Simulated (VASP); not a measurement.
# Cr2CuO6 (C2) in VASP: single point with r2SCAN

Aim: the single point of Cr2CuO6 with r2SCAN.

Program: VASP 6.6.1. These are calculated values, not measurements. Logs are shortened: lines on timing, memory, paths and dates and some standing lists are left out, and cuts for length are marked.

## Step 1: Starting point

The structure is monoclinic, space group C2 (No. 5). The conventional cell has a = 9.055 Å, b = 3.455 Å, c = 6.441 Å, α = 90.00°, β = 111.55°, γ = 90.00°. O (site symmetry 1) is surrounded by 1 Cr at 1.65 Å. O (site symmetry 1) has 2 Cr at 1.79 to 1.83 Å as nearest neighbours. O (site symmetry 1) has 1 Cr at 1.67 Å as nearest neighbours. Cu (site symmetry 2) has 4 O at 1.95 to 2.02 Å as nearest neighbours. Cr (site symmetry 1) has 4 O at 1.65 to 1.83 Å as nearest neighbours.

The cell was built by a generator and needn't be a form met in nature.

## Step 2: Single point, r2SCAN

POSCAR reads:

```
Cr2CuO6
1.0
    0.0000000000      3.4546596200      0.0000000000
    4.5275041800     -1.7273293100      0.0000000000
    2.3658636500      0.0000000000     -5.9907480200
O Cu Cr
6 1 2
Direct
    0.9950000000      0.9400000000      0.7160000000
    0.0550000000      0.0600000000      0.2840000000
    0.7030000000      0.3840000000      0.4320000000
    0.3190000000      0.6160000000      0.5680000000
    0.7030000000      0.3040000000      0.8910000000
    0.3990000000      0.6960000000      0.1090000000
    0.0000000000      0.0000000000      0.0000000000
    0.8260000000      0.6180000000      0.6530000000
    0.2080000000      0.3820000000      0.3470000000
```

INCAR.step1 reads:

```
PREC     = Accurate       # precision mode
ENCUT    = 520            # plane-wave cutoff, eV
ISMEAR   = -1             # smearing method
SIGMA    = 0.0697         # smearing width, eV
LREAL    = F              # projectors in reciprocal space
LASPH    = T              # aspherical terms in the spheres
NELM     = 100            # most SCF steps
NBANDS   = 46             # bands
GGA      = PE             # functional
ALGO     = Normal         # electronic algorithm
EDIFF    = 1E-4           # SCF threshold, eV
LWAVE    = T              # write WAVECAR
LCHARG   = F              # write CHGCAR
```

INCAR.step2 reads:

```
PREC     = Accurate       # precision mode
ENCUT    = 520            # plane-wave cutoff, eV
EDIFF    = 1E-6           # SCF threshold, eV
ISMEAR   = -1             # smearing method
SIGMA    = 0.0697         # smearing width, eV
LREAL    = F              # projectors in reciprocal space
LASPH    = T              # aspherical terms in the spheres
NELM     = 100            # most SCF steps
ALGO     = Normal         # electronic algorithm
ISIF     = 2              # what is computed and relaxed
LWAVE    = F              # write WAVECAR
LCHARG   = F              # write CHGCAR
METAGGA  = R2SCAN         # meta-GGA
LMIXTAU  = T            
NBANDS   = 46             # bands
ISTART   = 1
```

KPOINTS reads:

```
regular mesh
0
Gamma
  6 6 4
```

Potentials or basis: VASP PAW PBE potentials, release 64 (O, Cu, Cr_pv).

Run with:

```
> cat potpaw_PBE.64/O/POTCAR potpaw_PBE.64/Cu/POTCAR potpaw_PBE.64/Cr_pv/POTCAR > POTCAR
> cp INCAR.step1 INCAR
> mpirun -np 1 vasp_std > vasp.out
> cp INCAR.step2 INCAR
> mpirun -np 1 vasp_std > vasp.out
```

OUTCAR:

```text
PREC = Accurate
   ENCUT = 520
   EDIFF = 1E-6
   ISMEAR = -1
   LREAL = F
   LASPH = T
   NELM = 100
   ISIF = 2
   METAGGA = R2SCAN
   ISTART = 1

 ion  position               nearest neighbor table
   1  0.995  0.940  0.716-   8 1.65   7 1.95   9 2.48
   2  0.055  0.060  0.284-   9 1.65   7 1.95   8 2.48
   3  0.703  0.384  0.432-   9 1.79   9 1.83   8 2.06
   4  0.319  0.616  0.568-   8 1.79   8 1.83   9 2.06
   5  0.703  0.304  0.891-   8 1.67   7 2.02   7 2.30
   6  0.399  0.696  0.109-   9 1.67   7 2.02   7 2.30
   7  0.000  0.000  0.000-   1 1.95   2 1.95   5 2.02   6 2.02   6 2.30   5 2.30
   8  0.826  0.618  0.653-   1 1.65   5 1.67   4 1.79   4 1.83   3 2.06   2 2.48   9 3.09   9 3.09

   9  0.208  0.382  0.347-   2 1.65   6 1.67   3 1.79   3 1.83   4 2.06   1 2.48   8 3.09   8 3.09

  LATTYP: Found a base centered monoclinic cell.
 ALAT       =     9.0550083600
 B/A-ratio  =     0.3815192082
 C/A-ratio  =     0.7113181273
 COS(beta)  =    -0.3673135755

  Lattice vectors:

 A1 = (  -4.5275041800,  -1.7273303100,   0.0000000000)
 A2 = (  -4.5275041800,   1.7273293100,   0.0000000000)
 A3 = (   2.3658636500,   0.0000000000,  -5.9907480200)

Analysis of symmetry for initial positions (statically):
=====================================================================
 Subroutine PRICEL returns:
 Original cell was already a primitive cell.

 Routine SETGRP: Setting up the symmetry group for a
 base centered monoclinic supercell.

 Subroutine GETGRP returns: Found  2 space group operations
 (whereof  2 operations were pure point group operations)
 out of a pool of  4 trial point group operations.

The static configuration has the point symmetry C_2 .

Analysis of symmetry for dynamics (positions and initial velocities):
=====================================================================
 Subroutine PRICEL returns:
 Original cell was already a primitive cell.

 Routine SETGRP: Setting up the symmetry group for a
 base centered monoclinic supercell.

 Subroutine GETGRP returns: Found  2 space group operations
 (whereof  2 operations were pure point group operations)
 out of a pool of  4 trial point group operations.

The dynamic configuration has the point symmetry C_2 .

 Subroutine INISYM returns: Found  2 space group operations
 (whereof  2 operations are pure point group operations),
 and found     1 'primitive' translations

----------------------------------------------------------------------------------------

                                     Primitive cell

  volume of cell :      93.7012

  direct lattice vectors                    reciprocal lattice vectors
     0.000000000  3.454659620  0.000000000     0.110436089  0.289464118  0.043613373
     4.527504180 -1.727329310  0.000000000     0.220872242  0.000000000  0.087226772
     2.365863650  0.000000000 -5.990748020     0.000000000  0.000000000 -0.166924063

  length of vectors
     3.454659620  4.845818883  6.440991589     0.312870152  0.237472224  0.166924063

  position of ions in fractional coordinates (direct lattice)
     0.995000000  0.940000000  0.716000000
     0.055000000  0.060000000  0.284000000
     0.703000000  0.384000000  0.432000000
     0.319000000  0.616000000  0.568000000
     0.703000000  0.304000000  0.891000000
     0.399000000  0.696000000  0.109000000
     0.000000000  0.000000000  0.000000000
     0.826000000  0.618000000  0.653000000
     0.208000000  0.382000000  0.347000000

  ion indices of the primitive-cell ions
   primitive index   ion index
                 1           1
                 2           2
                 3           3
                 4           4
                 5           5
                 6           6
                 7           7
                 8           8
                 9           9

----------------------------------------------------------------------------------------

 KPOINTS: regular mesh

Automatic generation of k-mesh.
 Grid dimensions read from file:
 generate k-points for:    6    6    4

 Generating k-lattice:

  Cartesian coordinates                     Fractional coordinates (reciprocal lattice)
     0.018406015  0.048244020  0.007268896     0.166666667  0.000000000  0.000000000
     0.036812040  0.000000000  0.014537795     0.000000000  0.166666667  0.000000000
     0.000000000  0.000000000 -0.041731016     0.000000000  0.000000000  0.250000000

  Length of vectors
     0.052145025  0.039578704  0.041731016

  Shift w.r.t. Gamma in fractional coordinates (k-lattice)
     0.000000000  0.000000000  0.000000000

 Subroutine IBZKPT returns following result:
 ===========================================

 Found     47 irreducible k-points:

 Following reciprocal coordinates:
            Coordinates               Weight
  0.000000  0.000000  0.000000      1.000000
  0.166667  0.000000  0.000000      4.000000
  0.333333  0.000000  0.000000      4.000000
  0.500000  0.000000  0.000000      2.000000
  0.000000  0.166667 -0.000000      2.000000
  0.166667  0.166667 -0.000000      4.000000
[... 16 lines left out ...]
  0.500000  0.166667  0.250000      4.000000
 -0.333333  0.166667  0.250000      4.000000
 [... further k-points ...]
   k-points           NKPTS =     47   k-points in BZ     NKDIM =     47   number of bands    NBANDS=     46
   number of dos      NEDOS =    301   number of ions     NIONS =      9
   total plane-waves  NPLWV =  48384
   dimension x,y,z NGX =    28 NGY =   36 NGZ =   48
   dimension x,y,z NGXF=    56 NGYF=   72 NGZF=   96
   ions per type =               6   1   2
   NGX,Y,Z   is equivalent  to a cutoff of  13.47, 12.35, 12.39 a.u.
   NGXF,Y,Z  is equivalent  to a cutoff of  26.95, 24.70, 24.78 a.u.
 SYSTEM =  unknown system
   PREC   = accura    normal or accurate (medium, high low for compatibility)
   ISTART =      1    job   : 0-new  1-cont  2-samecut
   ICHARG =      0    charge: 1-file 2-atom 10-const
   ISPIN  =      1    spin polarized calculation?
   LNONCOLLINEAR =      F non collinear calculations
   LSORBIT =      F    spin-orbit coupling
   LASPH  =      T    aspherical Exc in radial PAW
   ENCUT  =  520.0 eV  38.22 Ry    6.18 a.u.   6.42  9.01 11.98*2*pi/ulx,y,z
   NELM   =    100;   NELMIN=  2; NELMDL=  0     # of ELM steps
   EDIFF  = 0.1E-05   stopping-criterion for ELM
   LREAL  =      F    real-space projection
   EDIFFG = 0.1E-04   stopping-criterion for IOM
   NSW    =      0    number of steps for IOM
   IBRION =     -1    ionic relax: 0-MD 1-quasi-New 2-CG
   NFREE  =      0    steps in history (QN), initial steepest desc. (CG)
   ISIF   =      2    stress and relaxation
   ISYM   =      2    0-nonsym 1-usesym 2-fastsym
   POTIM  = 0.5000    time-step for ionic-motion
   TEBEG  =    0.0;   TEEND  =   0.0 temperature during run
   PSTRESS=    0.0 pullay stress
   NELECT =      71.0000    total number of electrons
   NUPDOWN=      -1.0000    fix difference up-down
   EMIN   =  10.00;   EMAX   =-10.00  energy-range for DOS
   EFERMI =   0.00;   METHOD = LEGACY
   ISMEAR =    -1;   SIGMA  =   0.07  broadening in eV -4-tet -1-fermi 0-gaus
   EFERMI_NEDOS =   21; number of points for ismear=-14 and -15
   IALGO  =     38    algorithm
   IMIX   =      4    mixing-type and parameters
     AMIX     =   0.40;   BMIX     =  1.00
     AMIX_MAG =   1.60;   BMIX_MAG =  1.00
  volume/ion in A,a.u.               =      10.41        70.26
  Fermi-wavevector in a.u.,A,eV,Ry     =   1.492494  2.820404 30.307494  2.227538
  Thomas-Fermi vector in A             =   2.605015
   LORBIT       =      0    0 simple, 1 ext, 2 COOP (PROOUT), +10 PAW based schemes
   METAGGA = R2SCAN    functional components
   LHFCALC =     F    Hartree Fock is set to
   AEXX    =    0.0000 exact exchange contribution
   IVDW    =     0    specifies the selected vdW correction
   LEPSILON=     F    determine dielectric tensor
   LRPA    =     F    only Hartree local field effects (RPA)
 non-spin polarized calculation
  energy-cutoff  :      520.00
  volume of cell :       93.70
 maximum number of plane-waves:      2556
 NGX is ok and might be reduce to    28
   NGX = 13   NGY = 17   NGZ = 23

 number of electron      71.0000008 magnetization

 Free energy of the ion-electron system (eV)
  ---------------------------------------------------
  ext. energy  EPLUGINS =         0.00000000
  ---------------------------------------------------
  free energy    TOTEN  =       -90.49755731 eV

  energy without entropy =      -90.39935780  energy(sigma->0) =      -90.44845756

 E-fermi :   4.5816     XC(G=0): -11.9354

 val. band max:        4.5768316699   @ k =   0.3333   0.3333   0.2500
 cond. band min:       4.5906299914   @ k =   0.5000   0.1667   0.5000
 fundamental gap:      0.0137983215
 Fermi energy:         4.5816260874

 k-point     1 :       0.0000    0.0000    0.0000
  band No.  band energies     occupation
      1     -42.4065      2.00000
      2     -42.3747      2.00000
      3     -42.1589      2.00000
      4     -42.1228      2.00000
      5     -42.0682      2.00000
      6     -42.0528      2.00000
[... 38 lines left out ...]
     45       6.9690      0.00000
     46       7.6420      0.00000

 k-point     2 :       0.1667    0.0000    0.0000
  band No.  band energies     occupation
      1     -42.4047      2.00000
      2     -42.3758      2.00000
      3     -42.1582      2.00000
      4     -42.1282      2.00000
      5     -42.0754      2.00000
      6     -42.0632      2.00000
[... 38 lines left out ...]
     45       7.2284      0.00000
     46       7.6967      0.00000

 k-point     3 :       0.3333    0.0000    0.0000
  band No.  band energies     occupation
      1     -42.4005      2.00000
      2     -42.3786      2.00000
      3     -42.1575      2.00000
      4     -42.1426      2.00000
      5     -42.0870      2.00000
      6     -42.0822      2.00000
[... 38 lines left out ...]
     45       7.4729      0.00000
     46       7.7925      0.00000

 k-point     4 :       0.5000    0.0000    0.0000
  band No.  band energies     occupation
      1     -42.3978      2.00000
      2     -42.3807      2.00000
      3     -42.1549      2.00000
      4     -42.1543      2.00000
      5     -42.0919      2.00000
      6     -42.0902      2.00000
[... 920 lines left out ...]
     45       7.5383      0.00000
     46       7.8465      0.00000

 k-point    23 :       0.5000    0.1667    0.2500
  band No.  band energies     occupation
      1     -42.3978      2.00000
      2     -42.3807      2.00000
      3     -42.1549      2.00000
      4     -42.1545      2.00000
      5     -42.0916      2.00000
      6     -42.0904      2.00000
[... 38 lines left out ...]
     45       7.7513      0.00000
     46       8.0085      0.00000

 k-point    24 :      -0.3333    0.1667    0.2500
  band No.  band energies     occupation
      1     -42.4017      2.00000
      2     -42.3770      2.00000
      3     -42.1575      2.00000
      4     -42.1427      2.00000
      5     -42.0867      2.00000
      6     -42.0826      2.00000
[... 38 lines left out ...]
     45       7.4970      0.00000
     46       7.6328      0.00000

 [... further k-points ...]

------------------------ aborting loop because EDIFF is reached ----------------------------------------

  FORCE on cell =-STRESS in cart. coord.  units (eV):
  Direction    XX          YY          ZZ          XY          YZ          ZX
  --------------------------------------------------------------------------------------
  -------------------------------------------------------------------------------------
  Total        0.4940101      2.0843739     -0.5129528      0.0000000     -0.0000001     -0.8431977
  in kB        8.4469748     35.6402747     -8.7708731      0.0000003     -0.0000020    -14.4176612
  external PRESSURE =      11.7721255 kB  Pullay stress =       0.0000000 kB

 VOLUME and BASIS-vectors are now :
 -----------------------------------------------------------------------------
  energy-cutoff  :      520.00
  volume of cell :       93.70
      direct lattice vectors                 reciprocal lattice vectors
     0.000000000  3.454659620  0.000000000     0.110436089  0.289464118  0.043613373
     4.527504180 -1.727329310  0.000000000     0.220872242  0.000000000  0.087226772
     2.365863650  0.000000000 -5.990748020     0.000000000  0.000000000 -0.166924063

 POSITION                                       TOTAL-FORCE (eV/Angst)
 -----------------------------------------------------------------------------------
      5.94981      1.81370     -4.28938         0.029767     -0.068051     -0.150587
      0.94356      0.08637     -1.70137        -0.029767     -0.068051      0.150587
      2.76061      1.76533     -2.58800         0.352861      0.666446     -0.459333
      4.13275      0.03800     -3.40274        -0.352861      0.666446      0.459333
      3.48435      1.90352     -5.33776         0.524598     -0.850270      0.629097
      3.40902      0.17619     -0.65299        -0.524598     -0.850271     -0.629097
      0.00000      0.00000      0.00000         0.000000      0.467049      0.000000
      4.34291      1.78606     -3.91196        -0.246425      0.018351     -0.861776
      2.55046      0.05873     -2.07879         0.246425      0.018351      0.861776
 -----------------------------------------------------------------------------------
    total drift:                                0.000918     -0.005258      0.000383

  FREE ENERGIE OF THE ION-ELECTRON SYSTEM (eV)
  ---------------------------------------------------
  free  energy   TOTEN  =       -90.4975573091 eV

  energy  without entropy=      -90.3993578029  energy(sigma->0) =      -90.44845756
```

It took 12 min on 1 thread of Intel Xeon 6975P-C (Granite Rapids), shared host; peak memory 0.33 GiB.

What came out:

| Item | Value |
| --- | --- |
| Free energy | -90.4976 eV |
| Pressure | 1.2 GPa |
| Largest force | 1.181 eV/Å |
| Band gap on the k mesh | none (metal or under the smearing width) |

Forces on the atoms (eV/Å):
```
O    0.030 -0.068 -0.151
O   -0.030 -0.068  0.151
O    0.353  0.666 -0.459
O   -0.353  0.666  0.459
O    0.525 -0.850  0.629
O   -0.525 -0.850 -0.629
Cu   0.000  0.467  0.000
Cr  -0.246  0.018 -0.862
Cr   0.246  0.018  0.862
```

Caveat: the PAW data sets were made with another functional, which shifts forces and pressure a little; an odd number of electrons without spin polarisation forces a metal; a magnetic or distorted state may lie lower; the run has no spin polarisation, though such a crystal can be magnetic; semilocal functionals often make such compounds metallic where correlation or magnetic order opens a gap, which also shifts bond lengths. Spin polarisation is off, so any magnetic state and its effect on volume and gap are missing.
